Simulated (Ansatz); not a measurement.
Band table of Ir

```
Ir
1.0
     2.74856    0.00000    0.00000
    -1.37428    2.38033    0.00000
     0.00000    0.00000    4.45166
Ir
2
Cartesian
  0.0000 1.5869 1.1129
  1.3743 0.7934 3.3387
```

Atoms are numbered in the order listed.

The structure comes from a relaxation in the same program, started in the hcp type, and has space group P6_3/mmc. Whether it is a known phase or the ground state wasn't checked.

Spin–orbit coupling is left out, though it moves levels of the heavy atoms by tenths of an eV or more.

Method: DFT, PBE, all-electron LAPW, scalar-relativistic (Ansatz 0.2.0).

Sampling and basis: a Γ-centred 15×15×8 k mesh, Fermi–Dirac smearing of 0.03 eV, basis error target 1 meV/atom, no spin polarisation.

Path points, in fractions of the reciprocal vectors: Γ (0.000, 0.000, 0.000), M (0.500, 0.000, 0.000), K (0.333, 0.333, 0.000), A (0.000, 0.000, 0.500), L (0.500, 0.000, 0.500), H (0.333, 0.333, 0.500). Levels in eV from the Fermi level; bands 33 to 48, counted from the lowest band of the run. The gap is zero.

```
# k(1/Å) point b33 b34 b35 b36 b37 b38 b39 b40 b41 b42 b43 b44 b45 b46 b47 b48
0.000 Γ -10.94 -7.90 -3.78 -3.70 -3.70 -3.06 -3.06 -2.31 -2.31 -0.76 0.26 0.26 6.84 13.71 15.69 16.72
0.094 - -10.89 -7.86 -3.92 -3.66 -3.57 -3.09 -3.02 -2.36 -2.34 -1.13 0.28 0.69 6.83 13.80 15.76 16.80
0.189 - -10.74 -7.73 -4.10 -3.53 -3.42 -3.16 -2.91 -2.54 -2.43 -1.67 0.33 1.45 6.81 14.06 15.94 17.04
0.283 - -10.51 -7.53 -4.31 -3.35 -3.34 -3.17 -2.92 -2.73 -2.56 -2.04 0.40 2.29 6.77 14.44 16.22 17.34
0.377 - -10.19 -7.27 -4.52 -3.48 -3.45 -3.06 -2.96 -2.73 -2.47 -2.27 0.49 3.16 6.71 14.79 16.50 17.35
0.471 - -9.79 -7.00 -4.70 -4.00 -3.64 -2.91 -2.72 -2.68 -2.46 -2.16 0.58 4.04 6.64 14.64 16.49 17.22
0.566 - -9.35 -6.78 -4.79 -4.52 -3.77 -3.10 -2.63 -2.34 -2.32 -1.79 0.66 4.94 6.57 13.77 16.01 16.46
0.660 - -8.88 -6.68 -5.00 -4.76 -3.83 -3.28 -2.80 -1.94 -1.87 -1.37 0.73 5.83 6.50 12.57 15.41 15.53
0.754 - -8.42 -6.70 -5.43 -4.62 -3.77 -3.45 -2.95 -1.44 -1.38 -0.93 0.79 6.46 6.70 11.26 14.61 14.85
0.848 - -8.02 -6.81 -5.79 -4.45 -3.61 -3.58 -3.09 -0.88 -0.86 -0.47 0.84 6.49 7.53 9.92 13.73 14.35
0.943 - -7.70 -6.94 -6.10 -4.23 -3.74 -3.34 -3.21 -0.39 -0.19 -0.02 0.88 6.61 8.31 8.58 12.91 13.94
1.037 - -7.48 -7.07 -6.34 -3.96 -3.84 -3.31 -3.11 0.04 0.40 0.58 0.90 6.86 7.29 8.99 12.19 13.61
1.131 - -7.36 -7.16 -6.51 -3.92 -3.68 -3.38 -2.95 0.38 0.75 0.92 1.42 6.03 7.28 9.54 11.63 12.34
1.226 - -7.31 -7.20 -6.61 -3.97 -3.45 -3.42 -2.88 0.60 0.93 0.99 2.29 4.91 7.75 9.91 11.26 11.28
1.320 M -7.31 -7.21 -6.65 -3.98 -3.44 -3.35 -2.87 0.67 0.93 1.08 2.85 4.27 8.00 10.04 10.82 11.13
1.374 - -7.29 -7.19 -6.65 -3.99 -3.44 -3.37 -2.87 0.67 0.92 1.05 2.87 4.29 8.03 10.07 10.57 11.34
1.429 - -7.24 -7.15 -6.64 -4.01 -3.45 -3.43 -2.86 0.67 0.89 0.96 2.92 4.33 8.10 10.16 10.19 11.61
1.483 - -7.16 -7.07 -6.64 -4.03 -3.52 -3.47 -2.84 0.67 0.83 0.85 3.01 4.39 8.23 9.76 10.31 11.86
1.538 - -7.05 -6.97 -6.63 -4.07 -3.64 -3.49 -2.82 0.66 0.67 0.79 3.12 4.44 8.42 9.32 10.51 12.08
1.592 - -6.91 -6.84 -6.62 -4.10 -3.78 -3.53 -2.78 0.49 0.64 0.72 3.25 4.48 8.66 8.86 10.75 12.27
1.646 - -6.75 -6.70 -6.60 -4.14 -3.94 -3.57 -2.74 0.32 0.61 0.64 3.41 4.49 8.40 8.97 11.04 12.43
1.701 - -6.60 -6.57 -6.54 -4.18 -4.11 -3.62 -2.70 0.16 0.57 0.57 3.57 4.48 7.95 9.32 11.36 12.57
1.755 - -6.59 -6.38 -6.37 -4.29 -4.20 -3.67 -2.64 0.01 0.50 0.51 3.75 4.45 7.51 9.73 11.70 12.70
1.810 - -6.58 -6.21 -6.18 -4.46 -4.22 -3.74 -2.58 -0.10 0.45 0.45 3.92 4.41 7.10 10.17 12.07 12.80
1.864 - -6.58 -6.06 -5.99 -4.62 -4.22 -3.80 -2.51 -0.18 0.37 0.39 4.08 4.36 6.72 10.65 12.46 12.90
1.919 - -6.58 -5.93 -5.83 -4.76 -4.21 -3.87 -2.44 -0.22 0.28 0.36 4.22 4.32 6.39 11.15 12.86 12.99
1.973 - -6.59 -5.82 -5.71 -4.87 -4.19 -3.94 -2.39 -0.21 0.19 0.33 4.29 4.32 6.13 11.67 13.08 13.26
2.027 - -6.59 -5.73 -5.65 -4.93 -4.14 -4.01 -2.34 -0.15 0.08 0.31 4.30 4.37 5.95 12.17 13.17 13.67
2.082 K -6.59 -5.67 -5.67 -4.95 -4.08 -4.08 -2.33 -0.04 -0.04 0.31 4.34 4.34 5.89 12.49 13.28 13.28
2.191 - -6.58 -5.83 -5.61 -4.96 -4.20 -3.93 -2.39 -0.31 0.24 0.33 4.04 4.62 6.12 11.47 13.22 13.57
2.300 - -6.53 -6.03 -5.62 -5.08 -4.29 -3.73 -2.56 -0.61 0.37 0.50 3.52 5.19 6.73 10.18 12.27 14.02
2.408 - -6.43 -6.26 -5.65 -5.30 -4.32 -3.51 -2.81 -0.92 0.43 0.60 2.85 6.06 7.62 9.06 11.26 14.66
2.517 - -6.58 -6.27 -5.70 -5.51 -4.30 -3.27 -3.11 -1.25 0.48 0.49 2.08 6.91 8.45 8.73 10.21 14.89
2.626 - -7.05 -6.03 -5.77 -5.59 -4.23 -3.39 -3.05 -1.57 0.12 0.54 1.25 6.93 9.13 9.17 9.98 15.00
2.735 - -7.63 -5.89 -5.72 -5.55 -4.09 -3.62 -2.83 -1.89 -0.42 0.43 0.58 6.66 8.04 10.57 11.29 15.23
2.844 - -8.25 -6.08 -5.42 -5.32 -3.89 -3.75 -2.64 -2.19 -1.06 -0.36 0.60 6.54 6.95 12.11 12.58 15.60
2.953 - -8.86 -6.37 -5.22 -4.85 -3.76 -3.65 -2.48 -2.47 -1.71 -1.07 0.59 5.86 6.53 13.66 13.77 16.12
3.062 - -9.44 -6.72 -4.97 -4.31 -3.67 -3.37 -2.72 -2.34 -2.31 -1.69 0.56 4.78 6.60 14.69 15.18 16.79
3.170 - -9.95 -7.08 -4.70 -3.71 -3.52 -3.08 -2.96 -2.81 -2.21 -2.19 0.50 3.72 6.67 14.98 16.57 16.83
3.279 - -10.37 -7.41 -4.42 -3.36 -3.20 -3.17 -3.09 -2.79 -2.59 -2.07 0.42 2.69 6.75 14.64 16.40 17.38
3.388 - -10.68 -7.67 -4.17 -3.48 -3.37 -3.20 -2.86 -2.57 -2.54 -1.79 0.34 1.71 6.80 14.17 16.02 17.13
3.497 - -10.87 -7.84 -3.94 -3.64 -3.55 -3.10 -3.01 -2.37 -2.35 -1.22 0.28 0.80 6.83 13.83 15.78 16.83
3.606 Γ -10.94 -7.90 -3.78 -3.70 -3.70 -3.06 -3.06 -2.31 -2.31 -0.76 0.26 0.26 6.84 13.71 15.69 16.72
3.656 - -10.92 -7.90 -3.79 -3.70 -3.70 -3.07 -3.07 -2.29 -2.29 -0.82 0.26 0.26 6.91 13.67 15.76 16.68
3.707 - -10.88 -7.90 -3.81 -3.72 -3.72 -3.09 -3.09 -2.23 -2.23 -0.99 0.26 0.26 7.15 13.56 15.95 16.55
3.757 - -10.81 -7.90 -3.84 -3.76 -3.76 -3.13 -3.13 -2.15 -2.15 -1.24 0.25 0.25 7.51 13.43 16.22 16.36
3.807 - -10.71 -7.89 -3.89 -3.79 -3.79 -3.18 -3.18 -2.04 -2.04 -1.56 0.25 0.25 7.97 13.29 16.12 16.54
3.858 - -10.59 -7.90 -3.94 -3.83 -3.83 -3.23 -3.23 -1.92 -1.91 -1.91 0.24 0.24 8.52 13.16 15.85 16.88
3.908 - -10.44 -7.90 -4.00 -3.86 -3.86 -3.30 -3.30 -2.29 -1.76 -1.76 0.22 0.22 9.13 13.06 15.57 17.20
3.959 - -10.27 -7.92 -4.06 -3.89 -3.89 -3.37 -3.37 -2.66 -1.60 -1.60 0.18 0.18 9.79 12.98 15.29 17.47
4.009 - -10.08 -7.96 -4.13 -3.90 -3.90 -3.44 -3.44 -3.02 -1.44 -1.44 0.14 0.14 10.48 12.93 15.02 17.64
4.059 - -9.87 -8.01 -4.19 -3.91 -3.91 -3.51 -3.51 -3.34 -1.27 -1.27 0.08 0.08 11.17 12.91 14.78 17.66
4.110 - -9.65 -8.10 -4.25 -3.91 -3.91 -3.63 -3.59 -3.59 -1.10 -1.10 0.00 0.00 11.86 12.92 14.58 17.50
4.160 - -9.42 -8.21 -4.29 -3.90 -3.90 -3.86 -3.65 -3.65 -0.93 -0.93 -0.09 -0.09 12.48 12.95 14.48 17.16
4.211 - -9.18 -8.36 -4.31 -4.05 -3.89 -3.89 -3.71 -3.71 -0.77 -0.77 -0.20 -0.20 12.94 13.01 14.57 16.68
4.261 - -8.95 -8.53 -4.30 -4.18 -3.86 -3.86 -3.77 -3.77 -0.61 -0.61 -0.32 -0.32 13.08 13.13 14.94 16.10
4.312 A -8.73 -8.73 -4.26 -4.26 -3.82 -3.82 -3.82 -3.82 -0.46 -0.46 -0.46 -0.46 13.14 13.14 15.49 15.49
4.406 - -8.69 -8.69 -4.33 -4.33 -3.80 -3.80 -3.78 -3.78 -0.47 -0.47 -0.44 -0.44 13.19 13.19 15.52 15.52
4.500 - -8.55 -8.55 -4.49 -4.49 -3.78 -3.78 -3.69 -3.69 -0.49 -0.49 -0.38 -0.38 13.35 13.35 15.59 15.59
4.594 - -8.34 -8.34 -4.69 -4.69 -3.79 -3.79 -3.53 -3.53 -0.51 -0.51 -0.29 -0.29 13.54 13.54 15.70 15.70
4.689 - -8.06 -8.06 -4.89 -4.89 -3.84 -3.84 -3.32 -3.32 -0.54 -0.54 -0.16 -0.16 13.70 13.70 15.80 15.80
4.783 - -7.77 -7.77 -5.06 -5.06 -3.90 -3.90 -3.07 -3.07 -0.56 -0.56 -0.01 -0.01 13.74 13.74 15.81 15.81
4.877 - -7.50 -7.50 -5.19 -5.19 -3.90 -3.90 -2.81 -2.81 -0.55 -0.55 0.15 0.15 13.55 13.55 15.68 15.68
4.971 - -7.32 -7.32 -5.27 -5.27 -3.78 -3.78 -2.55 -2.55 -0.48 -0.48 0.33 0.33 13.10 13.10 15.48 15.48
5.066 - -7.26 -7.26 -5.34 -5.34 -3.47 -3.47 -2.35 -2.35 -0.34 -0.34 0.51 0.51 12.37 12.37 15.31 15.31
5.160 - -7.28 -7.28 -5.43 -5.43 -2.98 -2.98 -2.20 -2.20 -0.12 -0.12 0.70 0.70 11.45 11.45 15.19 15.19
5.254 - -7.35 -7.35 -5.53 -5.53 -2.39 -2.39 -2.12 -2.12 0.15 0.15 0.91 0.91 10.41 10.41 15.11 15.11
5.349 - -7.43 -7.43 -5.62 -5.62 -2.08 -2.08 -1.81 -1.81 0.43 0.43 1.18 1.18 9.36 9.36 15.07 15.07
5.443 - -7.49 -7.49 -5.70 -5.70 -2.07 -2.07 -1.33 -1.33 0.68 0.68 1.51 1.51 8.40 8.40 15.06 15.06
5.537 - -7.54 -7.54 -5.75 -5.75 -2.06 -2.06 -1.04 -1.04 0.85 0.85 1.83 1.83 7.69 7.69 15.05 15.05
5.631 L -7.55 -7.55 -5.76 -5.76 -2.06 -2.06 -0.94 -0.94 0.91 0.91 1.97 1.97 7.41 7.41 15.06 15.06
5.686 - -7.54 -7.54 -5.75 -5.75 -2.11 -2.11 -0.94 -0.94 0.86 0.86 2.06 2.06 7.42 7.42 15.08 15.08
5.740 - -7.49 -7.49 -5.72 -5.72 -2.25 -2.25 -0.95 -0.95 0.76 0.76 2.30 2.30 7.43 7.43 15.15 15.15
5.795 - -7.42 -7.42 -5.68 -5.68 -2.45 -2.45 -0.99 -0.99 0.66 0.66 2.62 2.62 7.45 7.45 14.96 14.96
5.849 - -7.33 -7.33 -5.62 -5.62 -2.68 -2.68 -1.09 -1.09 0.59 0.59 3.00 3.00 7.47 7.47 14.47 14.47
5.903 - -7.22 -7.22 -5.54 -5.54 -2.93 -2.93 -1.23 -1.23 0.55 0.55 3.40 3.40 7.50 7.50 13.93 13.93
5.958 - -7.08 -7.08 -5.45 -5.45 -3.18 -3.18 -1.40 -1.40 0.53 0.53 3.83 3.83 7.53 7.53 13.37 13.37
6.012 - -6.94 -6.94 -5.35 -5.35 -3.42 -3.42 -1.58 -1.58 0.51 0.51 4.27 4.27 7.56 7.56 12.79 12.79
6.067 - -6.78 -6.78 -5.25 -5.25 -3.64 -3.64 -1.76 -1.76 0.48 0.48 4.72 4.72 7.59 7.59 12.21 12.21
6.121 - -6.63 -6.63 -5.17 -5.17 -3.83 -3.83 -1.93 -1.93 0.45 0.45 5.18 5.18 7.62 7.62 11.63 11.63
6.176 - -6.47 -6.47 -5.13 -5.13 -3.95 -3.95 -2.07 -2.07 0.41 0.41 5.63 5.63 7.65 7.65 11.07 11.07
6.230 - -6.33 -6.33 -5.14 -5.14 -4.01 -4.01 -2.19 -2.19 0.37 0.37 6.06 6.06 7.67 7.67 10.55 10.55
6.284 - -6.21 -6.21 -5.19 -5.19 -4.03 -4.03 -2.27 -2.27 0.33 0.33 6.46 6.46 7.68 7.68 10.09 10.09
6.339 - -6.12 -6.12 -5.24 -5.24 -4.02 -4.02 -2.30 -2.30 0.30 0.30 6.79 6.79 7.63 7.63 9.77 9.77
6.393 H -6.09 -6.09 -5.26 -5.26 -4.01 -4.01 -2.31 -2.31 0.29 0.29 6.96 6.96 7.57 7.57 9.65 9.65
6.502 - -6.19 -6.19 -5.18 -5.18 -4.03 -4.03 -2.31 -2.31 0.34 0.34 6.32 6.32 7.89 7.89 10.03 10.03
6.611 - -6.37 -6.37 -5.05 -5.05 -4.04 -4.04 -2.38 -2.38 0.50 0.50 5.22 5.22 8.44 8.44 10.84 10.84
6.720 - -6.54 -6.54 -4.97 -4.97 -4.04 -4.04 -2.50 -2.50 0.68 0.68 4.04 4.04 9.16 9.16 11.79 11.79
6.829 - -6.66 -6.66 -4.93 -4.93 -4.09 -4.09 -2.56 -2.56 0.78 0.78 2.88 2.88 10.07 10.07 12.77 12.77
6.938 - -6.75 -6.75 -4.92 -4.92 -4.23 -4.23 -2.53 -2.53 0.76 0.76 1.82 1.82 11.12 11.12 13.72 13.72
7.046 - -6.82 -6.82 -4.99 -4.99 -4.34 -4.34 -2.45 -2.45 0.55 0.55 0.99 0.99 12.15 12.15 14.61 14.61
7.155 - -6.94 -6.94 -5.13 -5.13 -4.33 -4.33 -2.42 -2.42 0.04 0.04 0.62 0.62 12.99 12.99 15.39 15.39
7.264 - -7.17 -7.17 -5.21 -5.21 -4.22 -4.22 -2.54 -2.54 -0.38 -0.38 0.39 0.39 13.50 13.50 15.94 15.94
7.373 - -7.49 -7.49 -5.16 -5.16 -4.08 -4.08 -2.81 -2.81 -0.54 -0.54 0.16 0.16 13.74 13.74 16.08 16.08
7.482 - -7.86 -7.86 -5.00 -5.00 -3.94 -3.94 -3.13 -3.13 -0.57 -0.57 -0.05 -0.05 13.77 13.77 15.97 15.97
7.591 - -8.21 -8.21 -4.79 -4.79 -3.83 -3.83 -3.42 -3.42 -0.53 -0.53 -0.22 -0.22 13.63 13.63 15.78 15.78
7.700 - -8.49 -8.49 -4.55 -4.55 -3.78 -3.78 -3.64 -3.64 -0.50 -0.50 -0.35 -0.35 13.40 13.40 15.62 15.62
7.808 - -8.67 -8.67 -4.35 -4.35 -3.79 -3.79 -3.77 -3.77 -0.47 -0.47 -0.43 -0.43 13.21 13.21 15.53 15.53
7.917 A -8.73 -8.73 -4.26 -4.26 -3.82 -3.82 -3.82 -3.82 -0.46 -0.46 -0.46 -0.46 13.14 13.14 15.49 15.49
```
